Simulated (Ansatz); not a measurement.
MgTe: pressure against volume

MgTe, F-43m, a = 6.509 Å. This isn't the usual stable structure of the compound. Ansatz: PBE, PAW, 420 eV, Γ-centred 8×8×8 mesh on 2 atoms, Gaussian smearing 0.02 eV; no spin polarisation. Symmetry fixes shape and atoms, so the cell is only scaled; pressure is positive in compression.

| V (Å³/atom) | P (GPa) |
| --- | --- |
| 30.339 | ? |
| 31.373 | 3.89 |
| 32.407 | 2.38 |
| 33.442 | 1.09 |
| 34.476 | -0.01 |
| 35.510 | -0.95 |
| 36.544 | -1.76 |
| 37.923 | -2.65 |

Q: Take V0 = 34.476 Å³/atom, count pressures from its P0 = -0.01 GPa, fit the third-order Birch–Murnaghan form to the other rows, and predict the missing pressure.

A: With the Eulerian strain f = ½[(V0/V)^(2/3) − 1] and y = (P − P0)/[3f(1 + 2f)^(5/2)], the form is the line y = B0 + 1.5 B0 (B0′ − 4) f. Rows (f, y): 0.03245, 34.2; 0.02106, 34.1; 0.01025, 34.0; -0.00975, 33.8; -0.01905, 33.7; -0.03078, 33.5. Means f = 0.0006967, y = 33.883; Σ(Δf)² = 0.003004, ΣΔfΔy = 0.03214; the slope is their ratio. y = 33.88 + 10.70 f GPa, so B0 = 33.9 GPa and B0′ = 4 + 2 × (10.70)/(3 × 33.88) = 4.21. At V = 30.339, f = 0.04448, y = 34.36 and P = 5.66 GPa. The run gave 5.65 GPa, so the fit is 0.01 GPa too high, a small miss on the scale of the series.